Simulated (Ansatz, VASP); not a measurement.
TePt in VASP and in Ansatz

File INCAR:

```
SYSTEM = TePt
  ALGO = Normal
  EDIFF = 1E-6
  ENCUT = 520
  GGA = PS
  ISIF = 2
  ISMEAR = 0
  LASPH = .True.
  LCHARG = .False.
  LREAL = .False.
  LWAVE = .False.
  NBANDS = 24
  NELM = 100
  PREC = Accurate
  SIGMA = 0.1
```

File KPOINTS:

```
k-points
0
Gamma
  6 6 6
  0 0 0
```

The input POSCAR:

```
TePt
1.0
    1.9815661262      1.1440577364      6.6610305258
   -1.9815661262      1.1440577364      6.6610305258
    0.0000000000     -2.2881154728      6.6610305258
Te Pt
2 2
Direct
    0.5980000000      0.5980000000      0.5980000000
    0.4020000000      0.4020000000      0.4020000000
    0.8703333333      0.8703333333      0.8703333333
    0.1296666667      0.1296666667      0.1296666667
```

Input for Ansatz:

```yaml
crystal:
  lattice:
    - [1.9815661262, 1.1440577364, 6.6610305258]
    - [-1.9815661262, 1.1440577364, 6.6610305258]
    - [0.0, -2.2881154728, 6.6610305258]
  atoms:
    - { symbol: Te, position: [0.598, 0.598, 0.598] }
    - { symbol: Te, position: [0.402, 0.402, 0.402] }
    - { symbol: Pt, position: [0.8703333333, 0.8703333333, 0.8703333333] }
    - { symbol: Pt, position: [0.1296666667, 0.1296666667, 0.1296666667] }
basis:
  ecutwfc: 420
kpoints:
  mp_grid: { grid: [6, 6, 6] }
hamiltonian:
  xc: pbesol
scf:
  occupations: { method: gaussian, width: 0.1 }
output:
  forces: true
  stress: true
  eigenvalues: true
```

Alike in both runs: task single point; functional PBEsol; k mesh 6 × 6 × 6; occupations gaussian, width 0.1 eV; no spin polarisation.

|  | VASP | Ansatz |
| --- | --- | --- |
| version | VASP 6.6.1 | Ansatz 0.2.0 |
| potentials or method | VASP PAW PBE potentials, release 64 (Te, Pt) | scalar-relativistic, plane waves, PAW |
| plane-wave cutoff (eV) | 520 | 420 |
| valence electrons in the cell | 32 | 68 |

VASP gave:

- gap on the k mesh at the Fermi level (eV): none
- pressure (GPa): -0.4
- largest component of the traceless stress (GPa): 0.26
- rms of the force components (eV/Å): 0.095

Task: Which values does Ansatz return?

Result: gap on the k mesh at the Fermi level (eV): none; pressure (GPa): -0.2; largest component of the traceless stress (GPa): 0.28; rms of the force components (eV/Å): 0.095.

Atom by atom the forces differ by 0.004 eV/Å (rms over components). A gap of «none» marks a metal or a gap that the smearing closes. The two sets of potentials don't hold the same shells in valence.

Caveats: the PAW data sets were made with another functional, which shifts forces and pressure a little (VASP). The runs have no spin-orbit coupling, so splittings on Pt, Te are missing.
